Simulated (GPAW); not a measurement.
Here is a GPAW 26.7.0 calculation.

Contents of run.py:

```python
from ase.dft.bandgap import bandgap
from ase.io import read, write
from ase.units import GPa
from gpaw import GPAW, PW

atoms = read('PbSe.xyz')

calc = GPAW(mode=PW(600),
            xc='LDA',
            kpts={'size': (8, 8, 8), 'gamma': True},
            occupations={'name': 'fermi-dirac', 'width': 0.05},
            nbands=19,
            convergence={'density': 1e-05, 'energy': 1e-05},
            maxiter=150,
            txt='gpaw.txt')
atoms.calc = calc
energy = atoms.get_potential_energy()
forces = atoms.get_forces()
stress = atoms.get_stress()
calc.write('gs.gpw')
write('result.traj', atoms)
print(f'Energy: {energy:.6f} eV')
print('Forces (eV/A):')
print(forces.round(4))
print('Stress (GPa):', (stress / GPa).round(3))
print('Fermi level:', round(calc.get_fermi_level(), 4), 'eV')
print(f'Gap: {bandgap(calc)[0]:.4f} eV, direct: {bandgap(calc, direct=True)[0]:.4f} eV')

path = atoms.cell.bandpath('GXWKGLUWLK,UX', npoints=100, eps=1e-4)
bs_calc = calc.fixed_density(kpts=path, symmetry='off', nbands=31,
                             convergence={'bands': 'CBM+6.0', 'eigenstates': 1e-6}, txt='bands.txt')
bs = bs_calc.band_structure()
bs.write('bs.json')
print(f'Gap on the path: {bandgap(bs_calc)[0]:.4f} eV')
```

PbSe.xyz

```xyz
2
Lattice="0.0000000000 3.0606500000 3.0606500000 3.0606500000 0.0000000000 3.0606500000 3.0606500000 3.0606500000 0.0000000000" Properties=species:S:1:pos:R:3 pbc="T T T"
Pb     0.0000000000      0.0000000000      0.0000000000
Se     3.0606500000      3.0606500000      3.0606500000
```

Potentials or basis: the program's PAW data sets (release 1.2.1) made for this functional, pw.

The run is started by

```sh
$ OMP_NUM_THREADS=1 python run.py
```

Q: What does it give for the band gap on the k mesh?

A: 0.14 eV, direct.

Q: Predict the pressure.

A: -2.3 GPa.

Q: Predict the band gap along the path.

A: 0.14 eV, direct.

Levels at the corners of the path, in eV from the valence-band top:
```
point  band 6  band 7  band 8  band 9  band 10  band 11  band 12  band 13  band 14
    Γ  -13.63   -6.39   -1.88   -1.88    -1.88     4.57     4.57     4.57     6.50
    X  -12.20   -7.44   -5.02   -3.25    -3.25     3.63     5.47     5.47     5.92
    W  -12.17   -8.06   -4.26   -4.26    -0.78     1.75     4.86     4.86     7.63
    K  -12.21   -8.09   -4.61   -2.74    -2.43     3.30     3.91     5.33     5.74
    Γ  -13.63   -6.39   -1.88   -1.88    -1.88     4.57     4.57     4.57     6.50
    L  -12.57   -8.85   -1.45   -1.45     0.00     0.14     1.58     1.58     8.42
    U  -12.21   -8.09   -4.61   -2.74    -2.43     3.30     3.91     5.33     5.74
    W  -12.17   -8.06   -4.26   -4.26    -0.78     1.75     4.86     4.86     7.63
    L  -12.57   -8.85   -1.45   -1.45     0.00     0.14     1.58     1.58     8.42
    K  -12.21   -8.09   -4.61   -2.74    -2.43     3.30     3.91     5.33     5.74
    U  -12.21   -8.09   -4.61   -2.74    -2.43     3.30     3.91     5.33     5.74
    X  -12.20   -7.44   -5.02   -3.25    -3.25     3.63     5.47     5.47     5.92
```

Caveat: spin-orbit coupling is left out, which as a rule narrows the gap of such compounds by several tenths of an eV.

**The experiment to reproduce.**

From a printed reference work, monograph, for a bulk crystal of PbSe at 300 K: band gap 0.28 eV (direct).

Against the measured gap of PbSe, 0.28 eV (direct; 300 K; a printed reference work, monograph), the calculated 0.14 eV is off by -0.14 eV. 2 values of this kind are on record (0.15 to 0.28 eV); this one was drawn at random. Spin-orbit coupling on Pb, Se is left out. The value is that of LDA, without temperature or zero-point motion. Semilocal functionals fall short of measured gaps as a rule.
